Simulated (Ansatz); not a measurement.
## Straining TiCo2

Level of theory: DFT r2SCAN, scalar-relativistic, plane waves, PAW (Ansatz 0.2.0). Settings: 500 eV cutoff, 10×10×10 k-mesh, Gaussian smearing of 0.10 eV, collinear spin.

The relaxed crystal:

```
CELL_PARAMETERS angstrom
0.00000 3.34369 3.34369
3.34369 0.00000 3.34369
3.34369 3.34369 0.00000
ATOMIC_POSITIONS crystal
Ti 0.50000 0.50000 0.50000
Ti 0.75000 0.75000 0.75000
Co 0.12500 0.12500 0.12500
Co 0.62500 0.12500 0.12500
Co 0.12500 0.12500 0.62500
Co 0.12500 0.62500 0.12500
```

Deformation: all cell vectors scaled alike, the atoms relaxed, all within the symmetry that the strain leaves. Energies are extrapolated to zero smearing.

With moments and this functional the run may sit in a state above the lowest one.

| strain (%) | ΔE (meV/atom) | a (Å) | b (Å) | c (Å) | moment (μB/cell) |
| --- | --- | --- | --- | --- | --- |
| -3.0 | 63.0 | 4.587 | 4.587 | 4.587 | 3.62 |
| -2.0 | 27.4 | 4.634 | 4.634 | 4.634 | 3.94 |
| -1.0 | 6.6 | 4.681 | 4.681 | 4.681 | 4.06 |
| +0.0 | 0.0 | 4.729 | 4.729 | 4.729 | 4.13 |
| +1.0 | 6.1 | 4.776 | 4.776 | 4.776 | 4.16 |
| +2.0 | 23.6 | 4.823 | 4.823 | 4.823 | 4.17 |
| +3.0 | 51.2 | 4.871 | 4.871 | 4.871 | 4.17 |

Problem. What stiffness (1/V) d²E/dε² at zero strain does a cubic fit over all points give?

Solution. A cubic fit gives (1/V) d²E/dε² = 1632 GPa at zero strain (nine times the bulk modulus at fixed shape).